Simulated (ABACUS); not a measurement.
# Ge (Fd-3m) in ABACUS: settings compared

Aim: see how the results for Ge move with the level of theory and the settings. Levels: rSCAN, TM. Tasks: band structure, equation of state.

All numbers are computed with ABACUS 3.10.1; they aren't measurements. Logs are shortened: lines on timing, memory, paths and dates and some standing lists are left out, and cuts for length are marked.

**Measured values to compare with.**

“Electronic and optical properties of SixGe1-x-ySny alloys lattice-matched to Ge”, 2021, arxiv:2109.02782 reports, for a bulk crystal of Ge at 293 K: band gap 0.666 eV (indirect).

The results are compared with them further down.

### Step 1. Starting point

The structure is cubic, space group Fd-3m (No. 227). The conventional cell has a = 5.658 Å, b = 5.658 Å, c = 5.658 Å, α = 90.00°, β = 90.00°, γ = 90.00°. Ge (site symmetry -43m) is surrounded by 4 Ge at 2.45 Å.

### Step 2. Band structure, rSCAN

Contents of INPUT:

```
INPUT_PARAMETERS
suffix              Ge
calculation         nscf
basis_type          pw
pseudo_dir          ./
symmetry            -1
dft_functional      MGGA_X_RSCAN+MGGA_C_RSCAN
ecutwfc             91.0
pseudo_rcut         10
nspin               1
nbands              24
ks_solver           dav
smearing_method     fd
smearing_sigma      0.00367493
scf_thr             1e-08
scf_nmax            100
mixing_type         broyden
mixing_beta         0.7
mixing_tau          1
init_chg            file
pw_diag_thr         1e-07
out_band            1
kpar                4
```

Contents of STRU:

```
ATOMIC_SPECIES
Ge 72.6300 Ge_ONCV_PBE-1.2.upf

LATTICE_CONSTANT
1.8897261246

LATTICE_VECTORS
0.0000000000 2.8289100000 2.8289100000
2.8289100000 0.0000000000 2.8289100000
2.8289100000 2.8289100000 0.0000000000

ATOMIC_POSITIONS
Direct

Ge
0.0
2
0.2500000000 0.2500000000 0.2500000000 1 1 1
0.0000000000 0.0000000000 0.0000000000 1 1 1
```

Contents of KPT:

```
K_POINTS
12
Line
0.00000000 0.00000000 0.00000000 10 // G
0.50000000 0.00000000 0.50000000 10 // X
0.50000000 0.25000000 0.75000000 10 // W
0.37500000 0.37500000 0.75000000 10 // K
0.00000000 0.00000000 0.00000000 10 // G
0.50000000 0.50000000 0.50000000 10 // L
0.62500000 0.25000000 0.62500000 10 // U
0.50000000 0.25000000 0.75000000 10 // W
0.50000000 0.50000000 0.50000000 10 // L
0.37500000 0.37500000 0.75000000 1 // K
0.62500000 0.25000000 0.62500000 10 // U
0.50000000 0.00000000 0.50000000 1 // X
```

Potentials or basis: SG15 ONCV 1.2 PBE, plane waves.

Command:

```
$ OMP_NUM_THREADS=1 mpirun -np 4 abacus > log
```

running log:

```text
ABACUS v3.10.1

               Atomic-orbital Based Ab-initio Computation at UStc

 ------------------------------------------------------------------------------------

 READING GENERAL INFORMATION
                           global_out_dir = OUT.Ge/
                           global_in_card = INPUT
                               pseudo_dir = ./
                              orbital_dir =
                                    DSIZE = 4
                                    GSIZE = 1

 READING UNITCELL INFORMATION
                                    ntype = 1
                  lattice constant (Bohr) = 1.88973
              lattice constant (Angstrom) = 1

 READING ATOM TYPE 1
                               atom label = Ge
                      L=0, number of zeta = 1
                      L=1, number of zeta = 1
                      L=2, number of zeta = 1
             number of atom for this type = 2

                        TOTAL ATOM NUMBER = 2
DIRECT COORDINATES
    atom                   x                   y                   z     mag                  vx                  vy                  vz
taud_Ge1            0.2500000000        0.2500000000        0.2500000000  0.0000        0.0000000000        0.0000000000        0.0000000000
taud_Ge2            0.0000000000        0.0000000000        0.0000000000  0.0000        0.0000000000        0.0000000000        0.0000000000

                          Volume (Bohr^3) = 305.551
                             Volume (A^3) = 45.278

 Lattice vectors: (Cartesian coordinate: in unit of a_0)
                   +0            +2.82891            +2.82891
             +2.82891                  +0            +2.82891
             +2.82891            +2.82891                  +0
 Reciprocal vectors: (Cartesian coordinate: in unit of 2 pi/a_0)
            -0.176747           +0.176747           +0.176747
            +0.176747           -0.176747           +0.176747
            +0.176747           +0.176747           -0.176747
 The esolver type has been set to : ksdft_pw

                PAO radial cut off (Bohr) = 10

 Read in pseudopotential file is Ge_ONCV_PBE-1.2.upf
                     pseudopotential type = NC
          exchange-correlation functional = PBE
                 nonlocal core correction = 0
                        valence electrons = 14
                                     lmax = 2
                           number of zeta = 0
                     number of projectors = 6
                           L of projector = 0
                           L of projector = 0
                           L of projector = 1
                           L of projector = 1
                           L of projector = 2
                           L of projector = 2
 XC functional updated to : MGGA_X_RSCAN+MGGA_C_RSCAN
          exchange-correlation functional = MGGA_X_RSCAN+MGGA_C_RSCAN
     initial pseudo atomic orbital number = 0

 SETUP THE ELECTRONS NUMBER
            electron number of element Ge = 14
      total electron number of element Ge = 28
            AUTOSET number of electrons:  = 28
                           occupied bands = 14
                                   NBANDS = 24
                                   NLOCAL = 18

%%%%%%%%%%%%%%%%%%%%%%%%%%%%%%%%%%%%%%%%%%%%%%%%%%%%%%%%%%%%%%%%%%%%%%%%%%%%%%%%%%%%%%%%%%%%%%%%%%%%%%%%%%
 Warning: the number of valence electrons in pseudopotential > 4 for Ge: [Ar] 3d10 4s2 4p2
 Pseudopotentials with additional electrons can yield (more) accurate outcomes, but may be less efficient.
 If you're confident that your chosen pseudopotential is appropriate, you can safely ignore this warning.
%%%%%%%%%%%%%%%%%%%%%%%%%%%%%%%%%%%%%%%%%%%%%%%%%%%%%%%%%%%%%%%%%%%%%%%%%%%%%%%%%%%%%%%%%%%%%%%%%%%%%%%%%%

 SETUP THE PLANE WAVE BASIS
 energy cutoff for charge/potential (unit:Ry) = 364
            fft grid for charge/potential = [ 45, 45, 45 ]
                        fft grid division = [ 1, 1, 1 ]
        big fft grid for charge/potential = [ 45, 45, 45 ]
                                     nbxx = 91125
                                     nrxx = 91125

 SETUP PLANE WAVES FOR CHARGE/POTENTIAL
                    number of plane waves = 35749
                         number of sticks = 1417

 PARALLEL PW FOR CHARGE/POTENTIAL
     PROC   COLUMNS(POT)             PW
        1           1417          35749
 --------------- sum -------------------
        1           1417          35749
                            number of |g| = 353
                                  max |g| = 32.8325
                                  min |g| = 0

----------- Double Check Mixing Parameters Begin ------------
mixing_type: broyden
mixing_beta: 0.7
mixing_gg0: 1
mixing_gg0_min: 0.1
mixing_ndim: 8
----------- Double Check Mixing Parameters End ------------

 SETUP K-POINTS
                                    nspin = 1
                                   nkstot = 102
K-POINTS DIRECT COORDINATES
 KPOINTS    DIRECT_X    DIRECT_Y    DIRECT_Z  WEIGHT
       1  0.00000000  0.00000000  0.00000000  1.0000
       2  0.05000000  0.00000000  0.05000000  1.0000
       3  0.10000000  0.00000000  0.10000000  1.0000
       4  0.15000000  0.00000000  0.15000000  1.0000
       5  0.20000000  0.00000000  0.20000000  1.0000
       6  0.25000000  0.00000000  0.25000000  1.0000
[... 22 lines left out ...]
      29  0.40000000  0.35000000  0.75000000  1.0000
      30  0.38750000  0.36250000  0.75000000  1.0000
[... 72 further k points ...]

           k-point number in this process = 26
       minimum distributed K point number = 25

[... K-POINTS CARTESIAN COORDINATES: 26 rows ...]

[... K-POINTS DIRECT COORDINATES: 26 rows ...]

 SETUP PLANE WAVES FOR WAVE FUNCTIONS
     energy cutoff for wavefunc (unit:Ry) = 91
              fft grid for wave functions = [ 45, 45, 45 ]
                    number of plane waves = 5577
                         number of sticks = 421

 PARALLEL PW FOR WAVE FUNCTIONS
     PROC   COLUMNS(POT)             PW
        1            421           5577
 --------------- sum -------------------
        1            421           5577

 SETUP NONLOCAL PSEUDOPOTENTIALS IN PLANE WAVE BASIS
 Ge non-local projectors:
 projector 1 L=0
 projector 2 L=0
 projector 3 L=1
 projector 4 L=1
 projector 5 L=2
 projector 6 L=2
      TOTAL NUMBER OF NONLOCAL PROJECTORS = 36

 Init Non-Local PseudoPotential table :
 Init Non-Local-Pseudopotential done.

                                     npwx = 4536

 -------------------------------------------
 NONSELF-CONSISTENT
 -------------------------------------------
                                 init_chg = file
 try to read charge from file
 Read in the charge density: OUT.Ge//Ge-CHARGE-DENSITY.restart
 try to read kinetic energy density from file
 Read in the kinetic energy density: OUT.Ge//Ge-TAU-DENSITY.restart

 PW ALGORITHM --------------- ION=   1  ELEC=   1--------------------------------

 k(1/102) Iter steps (avg)=12 threshold=1e-07

 k(2/102) Iter steps (avg)=13 threshold=1e-07
 k(3/102) Iter steps (avg)=14 threshold=1e-07
 k(4/102) Iter steps (avg)=13 threshold=1e-07

 k(5/102) Iter steps (avg)=13 threshold=1e-07
 k(6/102) Iter steps (avg)=13 threshold=1e-07
 k(7/102) Iter steps (avg)=15 threshold=1e-07
 k(8/102) Iter steps (avg)=22 threshold=1e-07
 k(9/102) Iter steps (avg)=22 threshold=1e-07
 k(10/102) Iter steps (avg)=16 threshold=1e-07
 k(11/102) Iter steps (avg)=14 threshold=1e-07
 k(12/102) Iter steps (avg)=14 threshold=1e-07
 k(13/102) Iter steps (avg)=15 threshold=1e-07
 k(14/102) Iter steps (avg)=16 threshold=1e-07
 k(15/102) Iter steps (avg)=17 threshold=1e-07
 k(16/102) Iter steps (avg)=19 threshold=1e-07
 k(17/102) Iter steps (avg)=23 threshold=1e-07
 k(18/102) Iter steps (avg)=22 threshold=1e-07
 k(19/102) Iter steps (avg)=23 threshold=1e-07
 k(20/102) Iter steps (avg)=22 threshold=1e-07
 k(21/102) Iter steps (avg)=22 threshold=1e-07
 k(22/102) Iter steps (avg)=21 threshold=1e-07
 k(23/102) Iter steps (avg)=21 threshold=1e-07
 k(24/102) Iter steps (avg)=19 threshold=1e-07
 k(25/102) Iter steps (avg)=17 threshold=1e-07
 k(26/102) Iter steps (avg)=17 threshold=1e-07
[... levels at 26 k points of this process ...]

 Density error is 0.00000000000
                          Error Threshold = 1.00000000000e-07
----------------------------------------------------------
     Energy           Rydberg                 eV
----------------------------------------------------------
 E_KohnSham     -281.5276541261      -3830.3802406880
 E_KS(sigma->0) -281.5274607728      -3830.3776099810
 E_Harris       -281.5276541261      -3830.3802406880
 E_band         -17.3533119848       -236.1039221653
 E_one_elec     -130.0318058074      -1769.1734802102
 E_Hartree      79.3148453471        1079.1338327098
 E_xc           -33.3095487561       -453.1996608919
 E_Ewald        -197.5007582031      -2687.1356708818
 E_entropy(-TS) -0.0003867067        -0.0052614139
 E_descf        0.0000000000         0.0000000000
 E_exx          0.0000000000         0.0000000000
 E_Fermi        0.7897736511         10.7454217855
----------------------------------------------------------

 charge density convergence is achieved
 final etot is -3830.3802407 eV
 EFERMI = 10.745421786 eV

 STATE ENERGY(eV) AND OCCUPATIONS    NSPIN == 1
 1/26 kpoint (Cartesian) = 0.0000 0.0000 0.0000 (4477 pws)
       1       -13.8799      0.0196078
       2       -13.8799      0.0196078
       3       -13.8799      0.0196078
       4       -13.8271      0.0196078
       5       -13.8271      0.0196078
       6       -13.5922      0.0196078
[... 16 lines left out ...]
      23        22.4019        0.00000
      24        22.4019        0.00000

 2/26 kpoint (Cartesian) = 0.0000 0.017675 0.0000 (4509 pws)
       1       -13.8818      0.0196078
       2       -13.8810      0.0196078
       3       -13.8810      0.0196078
       4       -13.8254      0.0196078
       5       -13.8223      0.0196078
       6       -13.6001      0.0196078
[... 16 lines left out ...]
      23        22.4899        0.00000
      24        22.8967        0.00000

 3/26 kpoint (Cartesian) = 0.0000 0.035349 0.0000 (4501 pws)
       1       -13.8854      0.0196078
       2       -13.8842      0.0196078
       3       -13.8842      0.0196078
       4       -13.8202      0.0196078
       5       -13.8097      0.0196078
       6       -13.6175      0.0196078
[... 16 lines left out ...]
      23        22.7547        0.00000
      24        23.4747        0.00000

 4/26 kpoint (Cartesian) = 0.0000 0.053024 0.0000 (4500 pws)
       1       -13.8890      0.0196078
       2       -13.8890      0.0196078
       3       -13.8879      0.0196078
       4       -13.8118      0.0196078
       5       -13.7923      0.0196078
       6       -13.6394      0.0196078
[... 16 lines left out ...]
      23        23.1981        0.00000
      24        23.9816        0.00000

 5/26 kpoint (Cartesian) = 0.0000 0.070699 0.0000 (4536 pws)
       1       -13.8947      0.0196078
       2       -13.8947      0.0196078
       3       -13.8880      0.0196078
       4       -13.8004      0.0196078
       5       -13.7717      0.0196078
       6       -13.6638      0.0196078
[... 16 lines left out ...]
      23        23.8223        0.00000
      24        24.5493        0.00000

 6/26 kpoint (Cartesian) = 0.0000 0.088373 0.0000 (4520 pws)
       1       -13.9007      0.0196078
       2       -13.9007      0.0196078
       3       -13.8849      0.0196078
       4       -13.7863      0.0196078
       5       -13.7491      0.0196078
       6       -13.6899      0.0196078
[... 16 lines left out ...]
      23        24.6279        0.00000
      24        25.2397        0.00000

[... levels at 20 further k points ...]

 --------------------------------------------
 !FINAL_ETOT_IS -3830.380240687987 eV
 --------------------------------------------

 Output bands in file: OUT.Ge/BANDS_1.dat
```

Run time: 32 s. Hardware: 4 MPI ranks of AMD EPYC 9R45 (Zen 5), shared host; peak memory 0.52 GiB.

Levels at the corners of the path, in eV from the Fermi level:
```tsv
point	band 10	band 11	band 12	band 13	band 14	band 15	band 16	band 17	band 18	band 19
Γ	-24.29	-13.40	-0.21	-0.03	-0.03	-0.03	2.75	2.75	2.75	6.93
X	-24.26	-9.37	-9.37	-3.24	-3.24	1.00	1.00	9.93	9.93	12.07
W	-24.24	-9.28	-9.28	-4.04	-4.04	4.54	4.54	5.16	5.16	11.63
K	-24.24	-9.87	-8.75	-4.47	-2.78	1.40	4.39	7.54	7.79	8.71
Γ	-24.29	-13.40	-0.21	-0.03	-0.03	-0.03	2.75	2.75	2.75	6.93
L	-24.27	-11.24	-7.97	-1.52	-1.52	0.19	4.09	4.09	7.73	11.12
U	-24.24	-9.87	-8.75	-4.47	-2.78	1.40	4.39	7.54	7.79	8.71
W	-24.24	-9.28	-9.28	-4.04	-4.04	4.54	4.54	5.16	5.16	11.63
L	-24.27	-11.24	-7.97	-1.52	-1.52	0.19	4.09	4.09	7.73	11.12
K	-24.24	-9.87	-8.75	-4.47	-2.78	1.40	4.39	7.54	7.79	8.71
U	-24.24	-9.87	-8.75	-4.47	-2.78	1.40	4.39	7.54	7.79	8.71
X	-24.26	-9.37	-9.37	-3.24	-3.24	1.00	1.00	9.93	9.93	12.07
```

Caveat: the density is read from an earlier self-consistent run, whose mesh may be coarse; the potentials were made for another functional, which shifts forces and pressure.

### Step 3. Equation of state, rSCAN, 21.28 Å³/atom (volume scaled by 0.94)

Contents of INPUT:

```
INPUT_PARAMETERS
suffix              Ge
calculation         scf
basis_type          pw
pseudo_dir          ./
symmetry            1
dft_functional      MGGA_X_RSCAN+MGGA_C_RSCAN
ecutwfc             91
pseudo_rcut         10
nspin               1
nbands              18
ks_solver           dav
smearing_method     fd
smearing_sigma      0.00367493
scf_thr             1e-08
scf_nmax            100
mixing_type         broyden
mixing_beta         0.7
cal_force           1
cal_stress          1
mixing_tau          1
kpar                4
```

Contents of STRU:

```
ATOMIC_SPECIES
Ge 72.6300 Ge_ONCV_PBE-1.2.upf

LATTICE_CONSTANT
1.8897261246

LATTICE_VECTORS
0.0000000000 2.7711609388 2.7711609388
2.7711609388 0.0000000000 2.7711609388
2.7711609388 2.7711609388 0.0000000000

ATOMIC_POSITIONS
Direct

Ge
0.0
2
0.7500000000 0.7500000000 0.7500000000 1 1 1
0.5000000000 0.5000000000 0.5000000000 1 1 1
```

Contents of KPT:

```
K_POINTS
0
Gamma
5 5 5 0 0 0
```

Potentials or basis: SG15 ONCV 1.2 PBE, plane waves.

Command:

```
$ OMP_NUM_THREADS=1 mpirun -np 4 abacus > log
```

Run time: 8.6 s. Hardware: 4 MPI ranks of AMD EPYC 9R45 (Zen 5), shared host; peak memory 0.4 GiB.

It converged, with:

| Quantity | Value |
| --- | --- |
| Free energy | -3830.1575 eV |
| Pressure | 3.1 GPa |
| Band gap on the k mesh | 0.41 eV, direct |

Caveat: the potentials were made for another functional, which shifts forces and pressure; an odd mesh through Γ misses points on the zone boundary, where band edges often lie.

### Step 4. Equation of state, rSCAN, 22.19 Å³/atom (volume scaled by 0.98)

INPUT is that of step 3.

Contents of STRU:

```
ATOMIC_SPECIES
Ge 72.6300 Ge_ONCV_PBE-1.2.upf

LATTICE_CONSTANT
1.8897261246

LATTICE_VECTORS
0.0000000000 2.8099234548 2.8099234548
2.8099234548 0.0000000000 2.8099234548
2.8099234548 2.8099234548 0.0000000000

ATOMIC_POSITIONS
Direct

Ge
0.0
2
0.7500000000 0.7500000000 0.7500000000 1 1 1
0.5000000000 0.5000000000 0.5000000000 1 1 1
```

KPT is that of step 3.

Command:

```
$ OMP_NUM_THREADS=1 mpirun -np 4 abacus > log
```

It took 8.6 s on 4 MPI ranks of AMD EPYC 9R45 (Zen 5), shared host; peak memory 0.4 GiB.

The run converged. Its results:

* Free energy: -3830.1741 eV
* Pressure: 0.1 GPa
* Band gap on the k mesh: none (metal or under the smearing width)

Caveat: the k mesh is coarse (spacing up to 0.39 Å⁻¹), so the values aren't converged; the potentials were made for another functional, which shifts forces and pressure.

### Step 5. Equation of state, rSCAN, 23.09 Å³/atom (volume scaled by 1.02)

INPUT is that of step 4.

Contents of STRU:

```
ATOMIC_SPECIES
Ge 72.6300 Ge_ONCV_PBE-1.2.upf

LATTICE_CONSTANT
1.8897261246

LATTICE_VECTORS
0.0000000000 2.8476450493 2.8476450493
2.8476450493 0.0000000000 2.8476450493
2.8476450493 2.8476450493 0.0000000000

ATOMIC_POSITIONS
Direct

Ge
0.0
2
0.7500000000 0.7500000000 0.7500000000 1 1 1
0.5000000000 0.5000000000 0.5000000000 1 1 1
```

KPT is that of step 4.

Command:

```
$ OMP_NUM_THREADS=1 mpirun -np 4 abacus > log
```

Wall time 9.9 s (4 MPI ranks of AMD EPYC 9R45 (Zen 5), shared host); peak memory 0.44 GiB.

Results (log left out):

* Free energy: -3830.1497 eV
* Pressure: -2.4 GPa
* Band gap on the k mesh: none (metal or under the smearing width)

Caveat: the k mesh is coarse (spacing up to 0.38 Å⁻¹), so the values aren't converged; the potentials were made for another functional, which shifts forces and pressure.

### Step 6. Equation of state, rSCAN, 24.00 Å³/atom (volume scaled by 1.06)

INPUT is that of step 5.

Contents of STRU:

```
ATOMIC_SPECIES
Ge 72.6300 Ge_ONCV_PBE-1.2.upf

LATTICE_CONSTANT
1.8897261246

LATTICE_VECTORS
0.0000000000 2.8843929095 2.8843929095
2.8843929095 0.0000000000 2.8843929095
2.8843929095 2.8843929095 0.0000000000

ATOMIC_POSITIONS
Direct

Ge
0.0
2
0.7500000000 0.7500000000 0.7500000000 1 1 1
0.5000000000 0.5000000000 0.5000000000 1 1 1
```

KPT is that of step 5.

Potentials or basis: SG15 ONCV 1.2 PBE, plane waves.

Command:

```
$ OMP_NUM_THREADS=1 mpirun -np 4 abacus > log
```

It took 10 s on 4 MPI ranks of AMD EPYC 9R45 (Zen 5), shared host; peak memory 0.44 GiB.

It converged, with:

| Item | Value |
| --- | --- |
| Free energy | -3830.1101 eV |
| Pressure | -4.5 GPa |
| Band gap on the k mesh | none (metal or under the smearing width) |

Caveat: the k mesh is coarse (spacing up to 0.38 Å⁻¹), so the values aren't converged; the potentials were made for another functional, which shifts forces and pressure.

### Step 7. Equation of state, rSCAN

This step only gathers the single runs of the series.

What came out:

| Item | Value |
| --- | --- |
| Equilibrium volume | 22.00 Å³/atom (rough: see the caveat) |
| Bulk modulus | 100 GPa (rough) |

Energy against volume, from the lowest point:
```tsv
volume (Å³/atom)	energy (meV/atom)
21.281	8.27
22.186	0.00
23.092	12.19
23.997	31.97
```

Caveat: the k mesh is coarse (spacing up to 0.38 Å⁻¹), so the values aren't converged; the fit is doubtful: noisy points or a state that changes with volume; the potentials were made for another functional, which shifts forces and pressure.

(Part 1 of 2 ends here.)
